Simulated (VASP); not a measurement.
Set up this calculation in VASP 6.6.1, as the native input.

| Item | Value |
| --- | --- |
| Task | single point |
| Functional | r2SCAN |
| Potentials or basis | VASP PAW PBE potentials, release 64 (Na_pv, Cl) |
| Cutoff | 520 eV |
| k mesh | 6 × 6 × 6 |
| Occupations | gaussian, width 0.05 eV |
| Spin | no spin polarisation |
| Dipole correction | no |
| Further INCAR settings | ALGO = Normal; EDIFF = 1e-06; NBANDS = 14 |

The system is NaCl.

```
CELL_PARAMETERS angstrom
3.67730 0.00000 0.00000
0.00000 3.67730 0.00000
0.00000 0.00000 3.50219
ATOMIC_POSITIONS crystal
Na 0.00000 0.00000 0.00000
Cl 0.50000 0.50000 0.50000
```

Measurements of this composition are mostly on another form, of space group No. 225.

The cell isn't the ideal one: strain +0.050 along x and y, +0.000 along z, atoms carried along.

One way to write it, as run:

POSCAR

```
NaCl
1.0
    3.6772995000      0.0000000000      0.0000000000
    0.0000000000      3.6772995000      0.0000000000
    0.0000000000      0.0000000000      3.5021900000
Na Cl
1 1
Direct
    0.0000000000      0.0000000000      0.0000000000
    0.5000000000      0.5000000000      0.5000000000
```

INCAR.step1

```
SYSTEM = NaCl
ALGO = Normal ; EDIFF = 1E-4
ENCUT = 520 ; GGA = PE
ISMEAR = 0 ; LASPH = .TRUE.
LCHARG = .FALSE. ; LREAL = .FALSE.
LWAVE = .TRUE. ; NBANDS = 14
NELM = 100 ; PREC = Accurate
SIGMA = 0.05
```

INCAR.step2

```
SYSTEM = NaCl
ALGO = Normal ; EDIFF = 1E-6
ENCUT = 520 ; ISIF = 2
ISMEAR = 0 ; ISTART = 1
LASPH = .TRUE. ; LCHARG = .TRUE.
LELF = .TRUE. ; LMIXTAU = .TRUE.
LREAL = .FALSE. ; LVHAR = .TRUE.
LWAVE = .FALSE. ; METAGGA = R2SCAN
NBANDS = 14 ; NELM = 100
PREC = Accurate ; SIGMA = 0.05
```

KPOINTS

```
k-points
0
G
  6 6 6
  0 0 0
```

Potentials or basis: VASP PAW PBE potentials, release 64 (Na_pv, Cl).

Launch:

```sh
$ cat potpaw_PBE.64/Na_pv/POTCAR potpaw_PBE.64/Cl/POTCAR > POTCAR
$ cp INCAR.step1 INCAR
$ mpirun -np 1 vasp_std > vasp.out
$ cp INCAR.step2 INCAR
$ mpirun -np 1 vasp_std > vasp.out
```

It gave:

| Item | Value |
| --- | --- |
| Pressure | -2.9 GPa |
| Band gap on the k mesh | 4.26 eV, indirect (least direct gap 4.62 eV) |

Caveat: the PAW data sets were made with another functional, which shifts forces and pressure a little.

Run time: 45 s on 1 thread of AMD EPYC 9R45 96-Core Processor (Zen 5), with other jobs on the host, peak memory 0.14 GiB.
